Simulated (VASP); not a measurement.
TiTe2:

```
Te Ti
1.0
     3.77700    0.00000    0.00000
    -1.88850    3.27098    0.00000
     0.00000    0.00000    6.49800
Te Ti
2 1
Direct
  0.33333 0.66667 0.73720
  0.66667 0.33333 0.26280
  0.00000 0.00000 0.00000
```

```yaml
Program: VASP 6.6.1
Task: single point
Functional: PBEsol
Potentials_or_basis: VASP PAW PBE potentials, release 64 (Te, Ti_sv)
Cutoff: 520 eV
k_mesh: 8 × 8 × 4
Occupations: fermi-dirac, width 0.05 eV
Spin: no spin polarisation
```

On this cell: pressure -2.2 GPa; largest force 0.110 eV/Å; band gap on the k mesh none (metal or under the smearing width).

The same run follows on a disturbed copy (atoms moved at random, drawn with an rms of 0.05 Å):

```
Te Ti
1.0
     3.77700    0.00000    0.00000
    -1.88850    3.27098    0.00000
     0.00000    0.00000    6.49800
Te Ti
2 1
Direct
  0.33883 0.66074 0.74191
  0.66739 0.33800 0.26724
  0.99875 0.99981 0.00240
```

Task: What does the disturbed cell give?

Result: The energy (extrapolated to zero smearing) moves by +1.5 meV/atom; pressure -2.2 GPa; largest force 0.194 eV/Å; band gap on the k mesh none (metal or under the smearing width).

Forces on the atoms (eV/Å):
```
Te  -0.125  0.080  0.018
Te   0.042 -0.071 -0.176
Ti   0.084 -0.009  0.157
```

Stress tensor (GPa, compression positive):
```
-2.53  0.17  0.49
 0.17 -2.24 -0.44
 0.49 -0.44 -1.75
```

Caveats: the PAW data sets were made with another functional, which shifts forces and pressure a little; this functional lacks dispersion, which binds the layers, so the pressure and a relaxed spacing across them are unreliable (some runs).
